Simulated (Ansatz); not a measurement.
NaF, CsCl type, relaxed with r2SCAN: it is cubic, Pm-3m (No. 221); conventional cell a = 2.793 Å, 10.90 Å³ an atom. Na is surrounded by 8 F at 2.42 Å; F is surrounded by 8 Na at 2.42 Å. One-shot G0W0@PBE in Ansatz on a 4×4×4 mesh (contour deformation, no spin-orbit coupling), from a PBE gap of 6.125 eV over the mesh points (the G0W0 gap is indirect on the mesh); the number N of bands summed and the screening cutoff rise together. Values at 0 K without nuclear motion; spin polarisation is off, and the phase may be a hypothetical one.

```csv
N,cutoff (eV),1000/N,G0W0 gap (eV)
43,80,23.256,10.094
89,140,11.236,10.174
```

Q: Lay a straight line in 1000/N through these rows.

A: The slope is -0.0067 eV per unit of 1000/N and the intercept 10.249 eV.

Q: Predict the gap at N = 158 (210 eV).

A: 10.249 + (-0.0067) × 6.329 = 10.207 eV; the run gives 10.349 eV, +0.142 eV from the line.

Q: With that run's result added, what limit do the last two rows suggest?

A: Their slope is (10.349 − 10.174)/(6.329 − 11.236) = -0.0357, which meets 1/N = 0 at 10.57 eV, against 10.249 eV from the first line. The slope steepens, so 1/N isn't yet asymptotic and the true limit probably lies higher still; the k mesh isn't extrapolated.
